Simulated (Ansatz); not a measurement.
A plane-wave DFT run in Ansatz 0.2.0 (scalar-relativistic PAW potentials unless the input names others): input and command.

```yaml
crystal:
  lattice:
    - [0.0, -3.2112931011, 0.0]
    - [-3.2112931011, 0.0, 0.0]
    - [0.0, 0.0, -7.8046161976]
  atoms:
    - { symbol: Si, position: [0.0, 0.0, 0.6651751051] }
    - { symbol: Si, position: [0.5, 0.5, 0.1651751051] }
    - { symbol: Si, position: [0.0, 0.0, 0.3348248949] }
    - { symbol: Si, position: [0.5, 0.5, 0.8348248949] }
    - { symbol: W, position: [0.5, 0.5, 0.5] }
    - { symbol: W, position: [1.0, 1.0, 0.0] }
basis:
  ecutwfc: 500
kpoints:
  mp_grid: { grid: [10, 10, 6] }
hamiltonian:
  xc: r2scan
scf:
  occupations: { method: gaussian, width: 0.15 }
output:
  forces: true
  eigenvalues: true
  stress: true
magnetization:
  spin_polarized: true
```

```bash
ansatz run input.yaml --threads 2 --pin off --max-ram 5120MiB --backend cpu --events-out ev --progress --plain --runs-dir out
```

Abridged log:
```
Basis set: ecut = 500 eV, 2049 PW (Γ), exchange–correlation on 96×96×240 points (64 copies of the dense FFT grid, shifted against one another)
Bands: 32, of which v1, the nominal top of the filled ones, is band 22 counted from 1 (21 counted from 0)
Symmetry: 32 space group operations
k-points: 84 of 600
SCF iter   1: F=—  HF=-23352.491592 eV  |F-HF|=—  |Δ(HF+E_count)|=         —  Δρ=2.30e-2 (↑2.30e-2 ↓2.30e-2) dr2=1.46e0  dr2_τ=2.03e-2  dr2_m=0.00e0  M=0.000 μB ∫|m|=0.000 μB  β_m=0.30  ethr=3.10e-3  ⟨swp⟩=6.5  Hψ=13107  notcnv=0  defer=1
spin=Collinear: Kerker preconditioning applied to the charge; magnetization (m = ρ↑ − ρ↓) channel mixes plain (no charge-response kernel on spin).
SCF iter   2: F=—  HF=-23351.047284 eV  |F-HF|=—  |Δ(HF+E_count)|=    1.44e0  Δρ=2.69e-2 (↑1.81e-2 ↓2.69e-2) dr2=8.43e-1  dr2_τ=2.67e-2  dr2_m=1.77e-1  M=1.887 μB ∫|m|=1.887 μB  ethr=3.10e-3  ⟨swp⟩=2.0  Hψ=3920  notcnv=0  defer=251
Mixer restart at iter 2: flushing history
SCF iter   3: F=—  HF=-23352.522215 eV  |F-HF|=—  |Δ(HF+E_count)|=         —  Δρ=2.47e-2 (↑2.47e-2 ↓1.89e-2) dr2=7.66e-1  dr2_τ=2.27e-2  dr2_m=1.32e-1  M=0.154 μB ∫|m|=0.294 μB  β_m=0.30  ethr=1.92e-3  ⟨swp⟩=2.1  Hψ=7859  notcnv=0  defer=512
SCF iter   4: F=—  HF=-23352.562008 eV  |F-HF|=—  |Δ(HF+E_count)|=   3.98e-2  Δρ=1.82e-2 (↑1.82e-2 ↓1.47e-2) dr2=4.14e-1  dr2_τ=3.12e-3  dr2_m=7.10e-2  M=0.115 μB ∫|m|=0.228 μB  β_m=0.65  ethr=1.74e-3  ⟨swp⟩=1.6  Hψ=6351  notcnv=0  defer=515
SCF iter   5: F=—  HF=-23352.728534 eV  |F-HF|=—  |Δ(HF+E_count)|=   1.67e-1  Δρ=2.91e-3 (↑2.73e-3 ↓2.91e-3) dr2=1.81e-2  dr2_τ=6.99e-4  dr2_m=6.45e-4  M=0.015 μB ∫|m|=0.076 μB  β_m=0.77  ethr=9.41e-4  ⟨swp⟩=2.1  Hψ=8756  notcnv=0  defer=515
Mixer restart at iter 5: flushing history
SCF iter   6: F=—  HF=-23352.734257 eV  |F-HF|=—  |Δ(HF+E_count)|=         —  Δρ=4.37e-4 (↑4.37e-4 ↓4.37e-4) dr2=4.38e-4  dr2_τ=3.34e-6  dr2_m=0.00e0  M=0.000 μB ∫|m|=0.000 μB  β_m=0.77  ethr=4.11e-5  ⟨swp⟩=4.6  Hψ=7015  notcnv=0  defer=85
SCF iter   7: F=—  HF=-23352.734627 eV  |F-HF|=—  |Δ(HF+E_count)|=   3.69e-4  Δρ=2.17e-4 (↑2.17e-4 ↓2.17e-4) dr2=1.10e-4  dr2_τ=5.71e-7  dr2_m=0.00e0  M=0.000 μB ∫|m|=0.000 μB  β_m=0.88  ethr=9.96e-7  ⟨swp⟩=2.2  Hψ=4423  notcnv=0  defer=87
SCF iter   8: F=—  HF=-23352.734809 eV  |F-HF|=—  |Δ(HF+E_count)|=   1.83e-4  Δρ=4.18e-5 (↑4.18e-5 ↓4.18e-5) dr2=5.24e-6  dr2_τ=3.78e-8  dr2_m=0.00e0  M=0.000 μB ∫|m|=0.000 μB  β_m=0.94  ethr=2.50e-7  ⟨swp⟩=2.0  Hψ=3574  notcnv=0  defer=87
SCF iter   9: F=—  HF=-23352.734826 eV  |F-HF|=—  |Δ(HF+E_count)|=   1.71e-5  Δρ=1.11e-5 (↑1.11e-5 ↓1.11e-5) dr2=3.90e-7  dr2_τ=3.69e-9  dr2_m=0.00e0  M=0.000 μB ∫|m|=0.000 μB  β_m=0.97  ethr=1.19e-8  ⟨swp⟩=2.0  Hψ=3606  notcnv=0  defer=87
SCF iter  10: F=-23352.734827 eV  HF=-23352.734827 eV  |F-HF|=3.70e-9  |Δ(HF+E_count)|=   5.10e-7  Δρ=2.00e-6 (↑2.00e-6 ↓2.00e-6) dr2=1.51e-8  dr2_τ=5.76e-10  dr2_m=0.00e0  M=0.000 μB ∫|m|=0.000 μB  ethr=2.27e-10  ⟨swp⟩=10.2  Hψ=13203  notcnv=0
SCF 1 converged in 10 iterations: F = -23352.734827 eV  dr2 = 1.51e-8
SCF converged after 10 iterations
Magnetization: 0.0000 μB (22.0000 up, 22.0000 down)
Absolute magnetization: 0.0000 μB (∫|ρ↑−ρ↓|)
Spin contamination: 0.0000 ħ² per cell (⟨S²⟩ above its minimum at these occupations)
Per-site moments (μB) at R_I (Å): [(0.0, 1.06353084), (0.0, 1.06353084), (0.0, 1.06353084), (0.0, 1.06353084), (0.0, 1.07709535), (0.0, 1.07709535)]
Free energy (F): -23352.734827 eV
Harris-Foulkes:  -23352.734827 eV  (|F-HF|=3.70e-9)
Internal energy: -23352.726683 eV  (E = F + TS)
E sigma→0 (E₀):  -23352.730755 eV
Entropy (-TS):   -0.008143 eV (-1.357 meV/atom)
Fermi energy:    16.790621 eV
--- Forces (eV/Å), atoms counted from 1 ---
  atom   1  Si     0.00000000     0.00000000     0.02471837
  atom   2  Si     0.00000000     0.00000000     0.02471837
  atom   3  Si     0.00000000     0.00000000    -0.02471837
  atom   4  Si     0.00000000     0.00000000    -0.02471837
  atom   5  W      0.00000000     0.00000000     0.00000000
  atom   6  W      0.00000000     0.00000000     0.00000000
--- Stress (GPa, compression-positive) ---
        0.107820       0.000000       0.000000
        0.000000       0.107820       0.000000
        0.000000       0.000000      -0.128112
  P = ⅓ Tr σ = 0.0292 GPa (0.292 kbar)
```

Apart from outputs and empty bands, the input differs from a reference run on usual settings in magnetization: not typed → {"spin_polarized": true}. The reference, at the same geometry (not necessarily relaxed), gave pressure 0.03 GPa, largest force 0.025 eV/Å, no gap on the mesh. This run converged in 10 SCF iterations (reference: 6) with an energy at zero smearing within 0.01 meV/atom of the reference's, pressure 0.03 GPa, largest force 0.025 eV/Å, no gap on the mesh.

It took 11 s on 2 threads of Intel(R) Xeon(R) 6975P-C (Granite Rapids) (shared host), peak memory 0.8 GiB.